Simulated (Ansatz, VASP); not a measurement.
## SrO in VASP and in Ansatz

```xyz
4
Lattice="3.6839 0.0000 0.0000 -1.8419 3.1903 0.0000 0.0000 0.0000 6.3525" Properties=species:S:1:pos:R:3 pbc="T T T"
Sr    0.0000    2.1269    1.5881
Sr    1.8419    1.0634    4.7644
O     0.0000    0.0000    0.0000
O     0.0000    0.0000    3.1763
```

Alike in both runs: task single point; functional PBE; k mesh 9 × 9 × 6; occupations gaussian, width 0.02 eV; no spin polarisation.

```csv
,VASP,Ansatz
version,VASP 6.6.1,Ansatz 0.2.0
potentials or method,"VASP PAW PBE potentials, release 64 (Sr_sv, O)","scalar-relativistic, plane waves, PAW"
plane-wave cutoff (eV),520,420
valence electrons in the cell,32,32
```

|  | VASP | Ansatz | Ansatz less VASP |
| --- | --- | --- | --- |
| gap on the k mesh at the Fermi level (eV) | 2.50 | 2.50 | +0.003 |
| least direct gap on the mesh (eV) | 2.50 | 2.50 | +0.003 |
| pressure (GPa) | -4.8 | -5.2 | -0.37 |
| largest component of the traceless stress (GPa) | 0.78 | 0.79 | +0.014 |

Caveats: an odd mesh through Γ misses points on the zone boundary, where band edges often lie.
